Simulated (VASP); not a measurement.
# Nb5N4 in VASP: notebook

One slab, Nb5N4, is run at these levels: LDA; tasks: single point.

Everything below comes from runs of VASP 6.6.1. Logs are shortened: lines on timing, memory, paths and dates and some standing lists are left out, and cuts for length are marked.

**1. The slab as given**

The cell holds a slab with vacuum, 9 atoms: a = 2.940 Å, b = 2.940 Å, c = 26.160 Å, α = 90.00°, β = 90.00°, γ = 120.00°.

**2. Single point, LDA**

INCAR reads:

```
PREC     = Accurate       # precision mode
ENCUT    = 400            # plane-wave cutoff, eV
EDIFF    = 1E-7           # SCF threshold, eV
ISMEAR   = 1              # smearing method
SIGMA    = 0.1            # smearing width, eV
LREAL    = F              # projectors in reciprocal space
LASPH    = T              # aspherical terms in the spheres
NELM     = 120            # most SCF steps
ALGO     = Normal         # electronic algorithm
ISIF     = 2              # what is computed and relaxed
LWAVE    = F              # write WAVECAR
LCHARG   = F              # write CHGCAR
GGA      = CA             # functional
NBANDS   = 60             # bands
LVHAR    = T            
LVACPOTAV= T            
IDIPOL   = 3
```

KPOINTS reads:

```
regular mesh
0
Gamma
  10 10 1
```

POSCAR reads:

```
Nb5N4
1.0
    2.9399979705      0.0000000000      0.0000000000
   -1.4699989852      2.5461129295      0.0000000000
    0.0000000000      0.0000000000     26.1600000000
Nb N
5 4
Direct
    0.0000000000      0.0000000000      0.2866972477
    0.0000000000      0.0000000000      0.3933486239
    0.0000000000      0.0000000000      0.5000000000
    0.0000000000      0.0000000000      0.6066513761
    0.0000000000      0.0000000000      0.7133027523
    0.6666666667      0.3333333334      0.3400229358
    0.6666666667      0.3333333334      0.4466743119
    0.6666666667      0.3333333334      0.5533256881
    0.6666666667      0.3333333334      0.6599770642
```

Potentials or basis: VASP PAW LDA potentials, release 64 (Nb_sv, N).

Launch:

```console
cat potpaw_LDA.64/Nb_sv/POTCAR potpaw_LDA.64/N/POTCAR > POTCAR
mpirun -np 1 vasp_std > vasp.out
```

OUTCAR:

```text
PREC = Accurate
   ENCUT = 400
   EDIFF = 1E-7
   ISMEAR = 1
   LREAL = F
   LASPH = T
   NELM = 120
   ISIF = 2
   GGA = CA

 Found     14 irreducible k-points:

 Following reciprocal coordinates:
            Coordinates               Weight
  0.000000  0.000000  0.000000      1.000000
  0.100000 -0.000000  0.000000      6.000000
  0.200000 -0.000000  0.000000      6.000000
  0.300000  0.000000  0.000000      6.000000
  0.400000 -0.000000  0.000000      6.000000
  0.500000  0.000000  0.000000      3.000000
   k-points           NKPTS =     14   k-points in BZ     NKDIM =     14   number of bands    NBANDS=     60
   number of dos      NEDOS =    301   number of ions     NIONS =      9
   total plane-waves  NPLWV =  72000
   dimension x,y,z NGX =    20 NGY =   20 NGZ =  180
   dimension x,y,z NGXF=    40 NGYF=   40 NGZF=  360
   ions per type =               5   4
   NGX,Y,Z   is equivalent  to a cutoff of  11.31, 11.31, 11.44 a.u.
   NGXF,Y,Z  is equivalent  to a cutoff of  22.62, 22.62, 22.88 a.u.
 SYSTEM =  unknown system
   PREC   = accura    normal or accurate (medium, high low for compatibility)
   ISTART =      0    job   : 0-new  1-cont  2-samecut
   ICHARG =      2    charge: 1-file 2-atom 10-const
   ISPIN  =      1    spin polarized calculation?
   LNONCOLLINEAR =      F non collinear calculations
   LSORBIT =      F    spin-orbit coupling
   LASPH  =      T    aspherical Exc in radial PAW
   ENCUT  =  400.0 eV  29.40 Ry    5.42 a.u.   4.79  4.79 42.66*2*pi/ulx,y,z
   NELM   =    120;   NELMIN=  2; NELMDL= -5     # of ELM steps
   EDIFF  = 0.1E-06   stopping-criterion for ELM
   LREAL  =      F    real-space projection
   EDIFFG = 0.1E-05   stopping-criterion for IOM
   NSW    =      0    number of steps for IOM
   IBRION =     -1    ionic relax: 0-MD 1-quasi-New 2-CG
   NFREE  =      0    steps in history (QN), initial steepest desc. (CG)
   ISIF   =      2    stress and relaxation
   ISYM   =      2    0-nonsym 1-usesym 2-fastsym
   POTIM  = 0.5000    time-step for ionic-motion
   TEBEG  =    0.0;   TEEND  =   0.0 temperature during run
   PSTRESS=    0.0 pullay stress
   NELECT =      85.0000    total number of electrons
   NUPDOWN=      -1.0000    fix difference up-down
   EMIN   =  10.00;   EMAX   =-10.00  energy-range for DOS
   EFERMI =   0.00;   METHOD = LEGACY
   ISMEAR =     1;   SIGMA  =   0.10  broadening in eV -4-tet -1-fermi 0-gaus
   EFERMI_NEDOS =   21; number of points for ismear=-14 and -15
   IALGO  =     38    algorithm
   IMIX   =      4    mixing-type and parameters
     AMIX     =   0.40;   BMIX     =  1.00
     AMIX_MAG =   1.60;   BMIX_MAG =  1.00
  volume/ion in A,a.u.               =      21.76       146.83
  Fermi-wavevector in a.u.,A,eV,Ry     =   1.239539  2.342390 20.904778  1.536458
  Thomas-Fermi vector in A             =   2.374018
   LORBIT       =      0    0 simple, 1 ext, 2 COOP (PROOUT), +10 PAW based schemes
   GGA     = CA    functional components
   LHFCALC =     F    Hartree Fock is set to
   AEXX    =    0.0000 exact exchange contribution
   IVDW    =     0    specifies the selected vdW correction
   LEPSILON=     F    determine dielectric tensor
   LRPA    =     F    only Hartree local field effects (RPA)
 non-spin polarized calculation
 Methfessel and Paxton  Order N= 1 SIGMA  =   0.10
  energy-cutoff  :      400.00
  volume of cell :      195.82
 maximum number of plane-waves:      3588
 NGX is ok and might be reduce to    20
   NGX =  9   NGY =  9   NGZ = 85

 number of electron      84.9999991 magnetization

 Free energy of the ion-electron system (eV)
  ---------------------------------------------------
  ext. energy  EPLUGINS =         0.00000000
  ---------------------------------------------------
  free energy    TOTEN  =      -100.70370533 eV

  energy without entropy =     -100.70161338  energy(sigma->0) =     -100.70300801

 E-fermi :   4.2944     XC(G=0):  -7.8695

 val. band max:        4.0924193383   @ k =   0.5000   0.0000   0.0000
 cond. band min:       4.3118601723   @ k =   0.0000   0.0000   0.0000
 fundamental gap:      0.2194408339
 Fermi energy:         4.2944285096

 k-point     1 :       0.0000    0.0000    0.0000
  band No.  band energies     occupation
      1     -50.9383      2.00000
      2     -50.9032      2.00000
      3     -50.8104      2.00000
      4     -50.4824      2.00000
      5     -50.4823      2.00000
      6     -28.0313      2.00000
[... 46 lines left out ...]
     53       6.5426      0.00000
     54       7.4336      0.00000

 k-point     2 :       0.1000   -0.0000    0.0000
  band No.  band energies     occupation
      1     -50.9219      2.00000
      2     -50.8872      2.00000
      3     -50.7948      2.00000
      4     -50.4673      2.00000
      5     -50.4672      2.00000
      6     -27.9986      2.00000
[... 46 lines left out ...]
     53       7.0833      0.00000
     54       7.3348      0.00000

 k-point     3 :       0.2000   -0.0000    0.0000
  band No.  band energies     occupation
      1     -50.8789      2.00000
      2     -50.8450      2.00000
      3     -50.7535      2.00000
      4     -50.4277      2.00000
      5     -50.4276      2.00000
      6     -27.9114      2.00000
[... 46 lines left out ...]
     53       7.3061      0.00000
     54       7.4407      0.00000

 k-point     4 :       0.3000    0.0000    0.0000
  band No.  band energies     occupation
      1     -50.8250      2.00000
      2     -50.7922      2.00000
      3     -50.7021      2.00000
      4     -50.3783      2.00000
      5     -50.3782      2.00000
      6     -27.8009      2.00000
[... 46 lines left out ...]
     53       7.0760      0.00000
     54       7.9253      0.00000

 k-point     5 :       0.4000   -0.0000    0.0000
  band No.  band energies     occupation
      1     -50.7810      2.00000
      2     -50.7491      2.00000
      3     -50.6600      2.00000
      4     -50.3379      2.00000
      5     -50.3378      2.00000
      6     -27.7542      2.00000
[... 46 lines left out ...]
     53       8.1818      0.00000
     54       8.3916      0.00000

 k-point     6 :       0.5000    0.0000    0.0000
  band No.  band energies     occupation
      1     -50.7641      2.00000
      2     -50.7325      2.00000
      3     -50.6438      2.00000
      4     -50.3224      2.00000
      5     -50.3223      2.00000
      6     -27.8658      2.00000
[... 46 lines left out ...]
     53       8.6720      0.00000
     54       8.8133      0.00000

 [... further k-points ...]

 [bands above 54 left out]

------------------------ aborting loop because EDIFF is reached ----------------------------------------

 dipolmoment           0.000000      0.000000     -0.000000 electrons x Angstroem

  FORCE on cell =-STRESS in cart. coord.  units (eV):
  Direction    XX          YY          ZZ          XY          YZ          ZX
  --------------------------------------------------------------------------------------
  -------------------------------------------------------------------------------------
  Total       -7.9642010     -7.9642010      3.6891664     -0.0000000      0.0000000      0.0000000
  in kB      -65.1613935    -65.1613935     30.1839728     -0.0000000      0.0000000      0.0000000
  external PRESSURE =     -33.3796047 kB  Pullay stress =       0.0000000 kB

 VOLUME and BASIS-vectors are now :
 -----------------------------------------------------------------------------
  energy-cutoff  :      400.00
  volume of cell :      195.82
      direct lattice vectors                 reciprocal lattice vectors
     2.939997970  0.000000000  0.000000000     0.340136289  0.196377778  0.000000000
    -1.469998985  2.546112930  0.000000000     0.000000000  0.392755556  0.000000000
     0.000000000  0.000000000 26.160000000     0.000000000  0.000000000  0.038226300

 POSITION                                       TOTAL-FORCE (eV/Angst)
 -----------------------------------------------------------------------------------
      0.00000      0.00000      7.50000        -0.000000      0.000000     -0.408869
      0.00000      0.00000     10.29000        -0.000000      0.000000     -0.476398
      0.00000      0.00000     13.08000         0.000000      0.000000      0.000000
      0.00000      0.00000     15.87000        -0.000000     -0.000000      0.476398
      0.00000      0.00000     18.66000        -0.000000     -0.000000      0.408869
      1.47000      0.84870      8.89500        -0.000000     -0.000000      0.130629
      1.47000      0.84870     11.68500         0.000000      0.000000      0.027566
      1.47000      0.84870     14.47500         0.000000      0.000000     -0.027566
      1.47000      0.84870     17.26500        -0.000000      0.000000     -0.130629
 -----------------------------------------------------------------------------------
    total drift:                                0.000002     -0.000001      0.000000

  FREE ENERGIE OF THE ION-ELECTRON SYSTEM (eV)
  ---------------------------------------------------
  free  energy   TOTEN  =      -100.7037053275 eV

  energy  without entropy=     -100.7016133829  energy(sigma->0) =     -100.70300801
```

Wall time 7.4 min (1 thread of AMD EPYC, shared host); peak memory 0.21 GiB.

These settings aren't checked as converged: the numbers below hold their error.

What came out:

```yaml
Free_energy: -100.7037 eV
Largest_force: 0.476 eV/Å
Band_gap_on_the_k_mesh: none (metal or under the smearing width)
```

Caveat: the cutoff is under 1.25 times the usual one of these potentials, so pressure, stress and relaxed cells hold a basis-set (Pulay) error.

(Continued in part 2 of 2.)
